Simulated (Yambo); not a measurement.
Input of a Yambo 5.3.0 run:

Contents of g0w00.in:

```
gw0
dyson
el_el_corr
rim_cut
HF_and_locXC
ppa
em1d
RandQpts= 1000000
RandGvec= 50 RL
EXXRLvcs= 56 Ry
VXCRLvcs= 56 Ry
Chimod= "HARTREE"
% BndsRnXp
 1 | 127 |
%
NGsBlkXp= 6 Ry
% LongDrXp
 1 | 1 | 1 |
%
PPAPntXp= 27.21138 eV
% GbndRnge
 1 | 127 |
%
GTermKind= "BG"
DysSolver= "n"
ExtendOut
% QPkrange
 1 | 1 | 5 | 10 |
 6 | 6 | 5 | 10 |
 16 | 16 | 5 | 10 |
%
```

scf.in

```
&CONTROL
  calculation = 'scf'
  prefix = 'pwscf'
  outdir = './tmp'
  pseudo_dir = './pseudo'
/
&SYSTEM
  ibrav = 0
  nat = 1
  ntyp = 1
  ecutwfc = 56
  nbnd = 13
  occupations = 'smearing'
  smearing = 'fd'
  degauss = 0.00367493
  force_symmorphic = .true.
/
&ELECTRONS
  conv_thr = 2d-10
  electron_maxstep = 120
  mixing_beta = 0.5
/
ATOMIC_SPECIES
Pb   207.2000 Pb.upf
CELL_PARAMETERS angstrom
   0.0000000000    2.4750200000    2.4750200000
   2.4750200000    0.0000000000    2.4750200000
   2.4750200000    2.4750200000    0.0000000000
ATOMIC_POSITIONS crystal
Pb     0.0000000000    0.0000000000    0.0000000000
K_POINTS automatic
10 10 10 0 0 0
```

File nscf.in:

```
&CONTROL
  calculation = 'nscf'
  prefix = 'pwscf'
  outdir = './tmp'
  pseudo_dir = './pseudo'
/
&SYSTEM
  ibrav = 0
  nat = 1
  ntyp = 1
  ecutwfc = 56
  nbnd = 127
  occupations = 'smearing'
  smearing = 'fd'
  degauss = 0.00367493
  force_symmorphic = .true.
/
&ELECTRONS
  conv_thr = 1d-08
  diago_full_acc = .true.
  diago_thr_init = 1d-06
/
ATOMIC_SPECIES
Pb   207.2000 Pb.upf
CELL_PARAMETERS angstrom
   0.0000000000    2.4750200000    2.4750200000
   2.4750200000    0.0000000000    2.4750200000
   2.4750200000    2.4750200000    0.0000000000
ATOMIC_POSITIONS crystal
Pb     0.0000000000    0.0000000000    0.0000000000
K_POINTS automatic
6 6 6 0 0 0
```

Potentials or basis: PseudoDojo 0.4.1 SR PBE standard.

The run is started by

```bash
$ OMP_NUM_THREADS=1 pw.x -in scf.in > scf.out
$ OMP_NUM_THREADS=1 pw.x -in nscf.in > nscf.out
$ cd tmp/pwscf.save; p2y; mv SAVE ../..; cd ../..
$ OMP_NUM_THREADS=1 yambo
$ OMP_NUM_THREADS=1 yambo -F g0w00.in -J g0w00 -C g0w00_out
```

(1) What does it give for the band gap on the k mesh, mean-field level?

Answers

(1) none (metal or under the smearing width).

Caveat: the k mesh is coarse (spacing up to 0.37 Å⁻¹), so the values aren't converged; the potentials hold a filled d shell without the s and p states of that shell, which can shift GW gaps by tenths of an eV, either way; the plasmon-pole model is rough for a metal; this version prints the column dSc/dw multiplied by 27.2; the terminator is approximate in this version, by hundredths of an eV.
